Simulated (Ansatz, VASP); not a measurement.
## HfO2 (HfO2 (P2_1/c)): VASP beside Ansatz

One calculation is typed for both programs; each brings its own data sets. How far apart do they land? The cell is taken from a series of runs on this material, whose earlier steps may have relaxed, scaled, displaced or heated it; both programs get it as it stands.

Method: plane waves, with VASP 6.6.1 beside it; relaxation of cell and atoms at PBEsol, in Ansatz 0.2.0.

### Step 1. The structure

The structure is monoclinic, space group P2_1/c (No. 14). Conventional cell: a = 5.094 Å, b = 5.151 Å, c = 5.276 Å, α = 90.00°, β = 99.56°, γ = 90.00°. Nearest to Hf lie 7 O at 2.03 to 2.24 Å. O has 4 Hf at 2.13 to 2.24 Å nearest. Nearest to O lie 3 Hf at 2.03 to 2.13 Å. Farther neighbours and most contacts between anions are not listed.

As a file:

```cif
data_structure
_symmetry_space_group_name_H-M 'P 1'
_symmetry_Int_Tables_number 1
_cell_length_a 5.0942
_cell_length_b 5.1506
_cell_length_c 5.2762
_cell_angle_alpha 90.000
_cell_angle_beta 99.559
_cell_angle_gamma 90.000
_cell_volume 136.52
loop_
_atom_site_label
_atom_site_type_symbol
_atom_site_fract_x
_atom_site_fract_y
_atom_site_fract_z
_atom_site_occupancy
Hf1 Hf 0.27614 0.45806 0.70791 1
Hf2 Hf 0.72386 0.95806 0.79209 1
Hf3 Hf 0.72386 0.54194 0.29209 1
Hf4 Hf 0.27614 0.04194 0.20791 1
O5 O 0.44800 0.74253 0.97858 1
O6 O 0.55200 0.24253 0.52142 1
O7 O 0.55200 0.25747 0.02142 1
O8 O 0.44800 0.75747 0.47858 1
O9 O 0.06836 0.33076 0.34625 1
O10 O 0.93164 0.83076 0.15375 1
O11 O 0.93164 0.66924 0.65375 1
O12 O 0.06836 0.16924 0.84625 1
```

### Step 2. VASP: relaxation of cell and atoms, PBEsol

The relaxed volume is the usual yardstick between codes: in a stiff, nearly cubic crystal its relative difference is about their pressure difference at one cell divided by the bulk modulus.

Lines of VASP's logs that name or quote its potential files are left out, and so is its time.

Input file INCAR:

```
SYSTEM = HfO2
PREC = Accurate
ENCUT = 600
EDIFF = 1E-07
NELM = 120
ISMEAR = 0
SIGMA = 0.01
LREAL = .FALSE.
ALGO = Normal
GGA = PS
NBANDS = 56
LASPH = .TRUE.
LORBIT = 11
LWAVE = .FALSE.
LCHARG = .FALSE.
ISIF = 3
IBRION = 2
NSW = 80
EDIFFG = -0.005
GGA_COMPAT = .FALSE.
NELMIN = 4
EFERMI = MIDGAP
KPAR = 2
```

Input file POSCAR:

```
HfO2
1.0
    5.0941750000      0.0000000000      0.0000000000
    0.0000000000      5.1506450000      0.0000000000
   -0.8761690000      0.0000000000      5.2029530000
Hf O
4 8
Direct
    0.2761358784      0.4580646696      0.7079073652
    0.7238642363      0.9580646696      0.7920927308
    0.7238642363      0.5419353304      0.2920927308
    0.2761358784      0.0419353304      0.2079073652
    0.4479979146      0.7425259361      0.9785780786
    0.5520022001      0.2425259361      0.5214220174
    0.5520022001      0.2574740639      0.0214220174
    0.4479979146      0.7574740639      0.4785780786
    0.0683608247      0.3307588661      0.3462528394
    0.9316392900      0.8307588661      0.1537472566
    0.9316392900      0.6692411339      0.6537472566
    0.0683608247      0.1692411339      0.8462528394
```

Input file KPOINTS:

```
Automatic mesh
0
Gamma
6 6 6
0 0 0
```

Potentials, in the order of the species: Hf_pv and O (PBE family, release 64).

Run with:

```console
> mpirun -np 2 vasp_std
```

Numbers of over 12 decimals in the logs are rounded to 6 here.

The log of the run:

```text
[banner, memory and clock lines left out]
running    2 mpi-ranks, on    1 nodes
 distrk:  each k-point on    1 cores,    2 groups
 distr:  one band on    1 cores,    1 groups

 POSCAR found type information on POSCAR HfO
 POSCAR found :  2 types and      12 ions
|                                                                             |
|               ----> ADVICE to this user running VASP <----                  |
|                                                                             |
|     You enforced a specific xc type in the INCAR file but a different       |
|     [... a line on the potential file left out ...]
|     I HOPE YOU KNOW WHAT YOU ARE DOING!                                     |
|                                                                             |

 LDA part: xc-table for (Slater+PW92), standard interpolation
 POSCAR, INCAR and KPOINTS ok, starting setup
 FFT: planning ... GRIDC
 FFT: planning ... GRID_SOFT
 FFT: planning ... GRID
 WAVECAR not read
 entering main loop
       N       E                     dE             d eps       ncg     rms          rms(c)
DAV:   1     0.602064551162E+03    0.60206E+03   -0.54471E+04  8960   0.176E+03
DAV:   2    -0.109265050698E+03   -0.71133E+03   -0.69009E+03 11296   0.431E+02
DAV:   3    -0.146442735489E+03   -0.37178E+02   -0.37017E+02 10520   0.880E+01
DAV:   4    -0.146943927678E+03   -0.50119E+00   -0.50021E+00 11248   0.111E+01
DAV:   5    -0.146951496544E+03   -0.75689E-02   -0.75664E-02 10728   0.128E+00    0.114E+02
DAV:   6    -0.127863542250E+03    0.19088E+02   -0.98092E+01  9952   0.396E+01    0.930E+01
DAV:   7    -0.127471201698E+03    0.39234E+00   -0.54423E+00 10984   0.114E+01    0.499E+01
DAV:   8    -0.127430692563E+03    0.40509E-01   -0.39431E-01 10456   0.345E+00    0.908E+00
DAV:   9    -0.127396277737E+03    0.34415E-01   -0.14563E-01 10200   0.199E+00    0.441E+00
DAV:  10    -0.127394545620E+03    0.17321E-02   -0.15125E-02 11120   0.592E-01    0.335E-01
DAV:  11    -0.127394563164E+03   -0.17544E-04   -0.15958E-03 10872   0.220E-01    0.268E-01
DAV:  12    -0.127394672772E+03   -0.10961E-03   -0.40659E-04 10352   0.960E-02    0.248E-01
DAV:  13    -0.127394649375E+03    0.23397E-04   -0.12117E-04 10656   0.478E-02    0.599E-02
DAV:  14    -0.127394650581E+03   -0.12059E-05   -0.14083E-05 11896   0.194E-02    0.395E-02
DAV:  15    -0.127394651522E+03   -0.94110E-06   -0.19839E-06 10520   0.650E-03    0.104E-02
DAV:  16    -0.127394651263E+03    0.25913E-06   -0.87702E-08  7280   0.150E-03    0.649E-03
DAV:  17    -0.127394651260E+03    0.24011E-08   -0.23839E-07  8168   0.237E-03
   1 F= -.12739465E+03 E0= -.12739465E+03  d E =-.127395E+03
[... from here on, the cycles between the ionic steps are left out ...]
   2 F= -.12739022E+03 E0= -.12739022E+03  d E =0.442815E-02
  15 F= -.12740288E+03 E0= -.12740288E+03  d E =-.486533E-03
  16 F= -.12740312E+03 E0= -.12740312E+03  d E =-.241558E-03
  17 F= -.12740340E+03 E0= -.12740340E+03  d E =-.520679E-03
  18 F= -.12740365E+03 E0= -.12740365E+03  d E =-.247999E-03
  19 F= -.12740392E+03 E0= -.12740392E+03  d E =-.522918E-03
  20 F= -.12740409E+03 E0= -.12740409E+03  d E =-.168462E-03
  21 F= -.12740412E+03 E0= -.12740412E+03  d E =-.195939E-03
  22 F= -.12740419E+03 E0= -.12740419E+03  d E =-.695008E-04
  23 F= -.12740424E+03 E0= -.12740424E+03  d E =-.123755E-03
  24 F= -.12740425E+03 E0= -.12740425E+03  d E =-.126572E-03
 curvature:  -1.27 expect dE=-0.400E-04 dE for cont linesearch -0.364E-07
 trial: gam= 0.22488 g(F)=  0.142E-04 g(S)=  0.174E-04 ort =-0.269E-05 (trialstep = 0.739E+00)
 search vector abs. value=  0.431E-04
 bond charge predicted
       N       E                     dE             d eps       ncg     rms          rms(c)
DAV:   1    -0.127404291504E+03   -0.44739E-04   -0.48812E-03  8960   0.347E-01    0.129E-01
DAV:   2    -0.127404264611E+03    0.26893E-04   -0.21969E-04 10376   0.674E-02    0.349E-02
DAV:   3    -0.127404258496E+03    0.61151E-05   -0.68978E-06 10504   0.145E-02    0.173E-02
DAV:   4    -0.127404256888E+03    0.16087E-05   -0.47452E-06 10584   0.105E-02    0.150E-02
DAV:   5    -0.127404256794E+03    0.93254E-07   -0.34128E-07  8704   0.266E-03
  25 F= -.12740426E+03 E0= -.12740426E+03  d E =-.101113E-04
 trial-energy change:   -0.000010  1 .order   -0.000010   -0.000023    0.000004
 step:   0.6467(harm=  0.6381)  dis= 0.00025  next Energy=  -127.404257 (dE=-0.103E-04)
 reached required accuracy - stopping structural energy minimisation
```

Parts of OUTCAR (step 2):

```text
ion  position               nearest neighbor table
   1  0.276  0.458  0.708-  12 2.03  11 2.04   9 2.13   5 2.13   6 2.15   8 2.23   7 2.24   3 3.30
                             4 3.40   4 3.40   2 3.42   2 3.42   3 3.44   3 3.54
   2  0.724  0.958  0.792-  11 2.03  12 2.04  10 2.13   6 2.13   5 2.15   7 2.23   8 2.24   4 3.30
                             3 3.40   3 3.40   1 3.42   1 3.42   4 3.44   4 3.54
   3  0.724  0.542  0.292-  10 2.03   9 2.04  11 2.13   7 2.13   8 2.15   6 2.23   5 2.24   1 3.30
                             2 3.40   2 3.40   4 3.42   4 3.42   1 3.44   1 3.54
   4  0.276  0.042  0.208-   9 2.03  10 2.04  12 2.13   8 2.13   7 2.15   5 2.23   6 2.24   2 3.30
                             1 3.40   1 3.40   3 3.42   3 3.42   2 3.44   2 3.54
   5  0.448  0.743  0.979-   1 2.13   2 2.15   4 2.23   3 2.24
   6  0.552  0.243  0.521-   2 2.13   1 2.15   3 2.23   4 2.24
   7  0.552  0.257  0.021-   3 2.13   4 2.15   2 2.23   1 2.24
   8  0.448  0.757  0.479-   4 2.13   3 2.15   1 2.23   2 2.24
   9  0.068  0.331  0.346-   4 2.03   3 2.04   1 2.13
  10  0.932  0.831  0.154-   3 2.03   4 2.04   2 2.13
  11  0.932  0.669  0.654-   2 2.03   1 2.04   3 2.13
  12  0.068  0.169  0.846-   1 2.03   2 2.04   4 2.13

  LATTYP: Found a simple monoclinic cell.
 ALAT       =     5.0941750000
 B/A-ratio  =     1.0110852101
 C/A-ratio  =     1.0357339524
 COS(beta)  =    -0.1660602969

 Subroutine GETGRP returns: Found  4 space group operations
 (whereof  2 operations were pure point group operations)

The static configuration has the point symmetry S_2 .
 The point group associated with its full space group is C_2h.

 Found     80 irreducible k-points:

   k-points           NKPTS =     80   k-points in BZ     NKDIM =     80   number of bands    NBANDS=     56

   dimension x,y,z NGX =    42 NGY =   42 NGZ =   42
   dimension x,y,z NGXF=    84 NGYF=   84 NGZF=   84

   ENCUT  =  600.0 eV  44.10 Ry    6.64 a.u.  10.17 10.29 10.54*2*pi/ulx,y,z

   NELECT =      88.0000    total number of electrons

 k-points in reciprocal lattice and weights: Automatic mesh
   0.00000000  0.00000000  0.00000000       0.005
   0.16666667  0.00000000 -0.00000000       0.009
   0.33333333  0.00000000 -0.00000000       0.009
   0.50000000  0.00000000  0.00000000       0.005
   0.00000000  0.16666667  0.00000000       0.009
   0.16666667  0.16666667 -0.00000000       0.019
   0.33333333  0.16666667 -0.00000000       0.019
   0.50000000  0.16666667  0.00000000       0.009
   0.00000000  0.33333333  0.00000000       0.009
[...]
0.33333333  0.50000000  0.50000000       0.009
   0.50000000  0.50000000  0.50000000       0.005

 average (electrostatic) potential at core
       1 -37.2663       2 -37.2663       3 -37.2663       4 -37.2663       5 -70.5597
       6 -70.5597       7 -70.5597       8 -70.5597       9 -70.1043      10 -70.1043
      11 -70.1043      12 -70.1043

 E-fermi :   5.1112

 k-point     1 :       0.0000    0.0000    0.0000
  band No.  band energies     occupation
    ...
     40       2.0800      2.00000
     41       2.4952      2.00000
     42       2.5978      2.00000
     43       2.9265      2.00000
     44       3.1299      2.00000
     45       7.5719      0.00000
     46       8.2366      0.00000
     47       8.3333      0.00000
     48       8.6399      0.00000
     49       8.8444      0.00000
    ...

 k-point     2 :       0.1667    0.0000   -0.0000
  band No.  band energies     occupation
    ...
     40       2.1405      2.00000
     41       2.4368      2.00000
     42       2.5785      2.00000
     43       2.6316      2.00000
     44       3.1063      2.00000
     45       7.7314      0.00000
     46       7.7790      0.00000
     47       8.2819      0.00000
     48       8.6027      0.00000
     49       9.0455      0.00000
    ...

 k-point     3 :       0.3333    0.0000   -0.0000
  band No.  band energies     occupation
    ...
     40       2.1870      2.00000
     41       2.3893      2.00000
     42       2.4919      2.00000
     43       2.6377      2.00000
     44       3.0567      2.00000
     45       7.2627      0.00000
     46       8.0873      0.00000
     47       8.3573      0.00000
     48       8.3602      0.00000
     49       8.9949      0.00000
    ...

  Total       -0.0276428     -0.0304127     -0.0224510      0.0000000      0.0000000     -0.0065620
  in kB       -0.3274427     -0.3602530     -0.2659430      0.0000000      0.0000000     -0.0777299
  external PRESSURE =      -0.3178796 kB  Pullay stress =       0.0000000 kB

  energy-cutoff  :      600.00
  volume of cell :      135.26
      direct lattice vectors                 reciprocal lattice vectors
     5.074867196  0.000000000 -0.001409916     0.197058753  0.000000000  0.033336514
     0.000000000  5.157102528  0.000000000     0.000000000  0.193907334  0.000000000
    -0.874322638  0.000000000  5.168294778     0.000053758  0.000000000  0.193496510

 POSITION                                       TOTAL-FORCE (eV/Angst)
 -----------------------------------------------------------------------------------
      0.78871      2.35849      3.65699        -0.002042     -0.001335      0.001592
      2.97468      4.93704      4.09404         0.002042     -0.001335     -0.001592
      3.41184      2.79862      1.50990         0.002042      0.001335     -0.001592
      1.22587      0.22006      1.07284        -0.002042      0.001335      0.001592
      1.41045      3.82484      5.06930        -0.001275      0.000257     -0.002855
      2.35293      1.24629      2.68173         0.001275      0.000257      0.002855
      2.79009      1.33226      0.09758         0.001275     -0.000257      0.002855
      1.84761      3.91081      2.48516        -0.001275     -0.000257     -0.002855
      0.06719      1.74535      1.75608         0.000046     -0.001397     -0.000090
      4.57051      4.32390      0.82665        -0.000046     -0.001397      0.000090
      4.13335      3.41175      3.41080        -0.000046      0.001397      0.000090
     -0.36997      0.83320      4.34023         0.000046      0.001397     -0.000090
 -----------------------------------------------------------------------------------
    total drift:                               -0.001214     -0.000322     -0.001213

  FREE ENERGIE OF THE ION-ELECTRON SYSTEM (eV)
  ---------------------------------------------------
  free  energy   TOTEN  =      -127.4042567943 eV

  energy  without entropy=     -127.4042567943  energy(sigma->0) =     -127.40425679

 reached required accuracy - stopping structural energy minimisation

 total charge
# of ion       s       p       d       tot
------------------------------------------
    1        0.323   6.668   1.529   8.520
    2        0.323   6.668   1.529   8.520
    3        0.323   6.668   1.529   8.520
    4        0.323   6.668   1.529   8.520
    5        1.550   3.538   0.000   5.088
    6        1.550   3.538   0.000   5.088
    7        1.550   3.538   0.000   5.088
    8        1.550   3.538   0.000   5.088
    9        1.555   3.544   0.000   5.099
   10        1.555   3.544   0.000   5.099
   11        1.555   3.544   0.000   5.099
   12        1.555   3.544   0.000   5.099
--------------------------------------------------
tot         13.710  55.000   6.116  74.826

[... 3 further parts left out ...]
```

CONTCAR:

```
HfO2
   1.00000000000000
     5.0748671959855587    0.0000000000000000   -0.0014099159019945
     0.0000000000000000    5.1571025278691422    0.0000000000000000
    -0.8743226383522271    0.0000000000000000    5.1682947778721493
  Hf              O
     4     8
Direct
     0.2773326444179737    0.4573279710694458    0.7076571883180237
     0.7226674702820269    0.9573279710694458    0.7923429076819771
     0.7226674702820269    0.5426720289305542    0.2923429076819770
     0.2773326444179737    0.0426720289305542    0.2076571883180238
     0.4469347948305050    0.7416646333433369    0.9809682709260641
     0.5530653198694957    0.2416646333433369    0.5190318250739367
     0.5530653198694957    0.2583353666566631    0.0190318250739363
     0.4469347948305050    0.7583353666566631    0.4809682709260645
     0.0717823630146373    0.3384365411415237    0.3397997121153773
     0.9282177516853631    0.8384365411415242    0.1602003838846235
     0.9282177516853631    0.6615634588584758    0.6602003838846235
     0.0717823630146373    0.1615634588584762    0.8397997121153773
```

Harder data sets than Hf_pv exist (the GW ones), and pressures, volumes and forces can shift noticeably with them.

[end of part 1 of 2]

[Lines on the potential files, build, host, timing and source positions are cut from VASP's logs without a mark.]

[Logs are printed without paths, hosts, clocks, repeated set-up lines and the standing remarks that a program may print on its own settings, such as how far it seeks lower states.]

[Hosts, paths, dates, database ids (printed as entryN), source tags and the programs' standing remarks are cut or masked in the printed files.]
